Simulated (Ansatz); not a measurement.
# InN: N vacancy, symmetric start

Consider a 16-atom supercell of InN in the wurtzite structure (space group P6_3mc, No. 186; a = 3.547 Å, c = 5.723 Å) at its relaxed geometry.

Perturbation: one N atom is removed, atoms relaxed at fixed cell.

The values are results of r2SCAN, PAW, 500 eV (Ansatz, an electronic-structure program; without spin-orbit coupling), not measurements. Γ-centred 6×6×6 mesh, Fermi–Dirac width 0.05 eV.

| quantity | base | changed | shift |
|---|---|---|---|
| energy gained by relaxation | – | 0.06 eV | – |
| largest displacement of a host atom from its site in the perfect cell | – | 0.10 Å | – |
| mean distance from the defect site to its nearest host atoms | 216 pm | 210 pm | -6 pm |

Final structure:

```
CELL_PARAMETERS angstrom
      7.09500     0.00000     0.00000
     -3.54750     6.14445     0.00000
      3.54750     6.14445     5.72256
ATOMIC_POSITIONS crystal
  In 0.34821 0.18155 0.98512
  In 0.33018 0.66322 0.00373
  In 0.82931 0.16236 0.00373
  In 0.82931 0.66322 0.00373
  In 0.66452 0.82385 0.50582
  In 0.66452 0.33485 0.50582
  In 0.15351 0.82385 0.50582
  In 0.16425 0.33092 0.50241
  N  0.70925 0.04321 0.62282
  N  0.21115 0.54511 0.62282
  N  0.21115 0.04321 0.62282
  N  0.04500 0.20783 0.12359
  N  0.04500 0.71358 0.12359
  N  0.53925 0.20783 0.12359
  N  0.54342 0.71008 0.12325
```

In so small a cell the defect repeats every few ångströms: this is an ordered compound, not a dilute defect. The mesh was chosen for an insulator and is coarse for the gapless case. The defect started on the symmetric site and kept its symmetry, so it may sit on a saddle. All final runs are without spin polarisation. The defect cell is not spin-polarised.
